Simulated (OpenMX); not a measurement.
Crystal: P.

```
CELL_PARAMETERS angstrom
1.64774 -5.46504 0.00000
1.64774 5.46504 0.00000
0.00000 0.00000 4.54364
ATOMIC_POSITIONS crystal
P 0.90414 0.09586 0.58882
P 0.09586 0.90414 0.41118
P 0.59586 0.40414 0.08882
P 0.40414 0.59586 0.91118
```

Base run:

- Program: OpenMX 3.8.5
- Functional: PBE
- Potentials or basis: OpenMX 2013 PBE set, P7.0-s3p2d2f1, grid cutoff 300 Ry
- k mesh: 9 × 9 × 7
- Occupations: fermi-dirac, width 0.05 eV
- Spin: no spin polarisation

Its results: band gap on the k mesh 0.23 eV, direct; pressure 3.0 GPa; largest force 0.595 eV/Å.

The run is repeated on the same cell with these changes: potentials or basis from OpenMX 2013 PBE set, P7.0-s3p2d2f1, grid cutoff 300 Ry to OpenMX 2013 PBE set, P7.0-s2p2d1, grid cutoff 300 Ry. What comes out?

Band gap on the k mesh 0.25 eV, direct; pressure 5.3 GPa; largest force 1.106 eV/Å.

Caveats: the mesh misses the band edges, which the band path finds closer together; the basis of atomic orbitals isn't converged, which shifts pressures, moduli and gaps; forces of over 1 eV/Å show positions far from the minimum, so gaps and moduli don't describe the material at rest (some runs).

Not every run made on this cell is shown here.
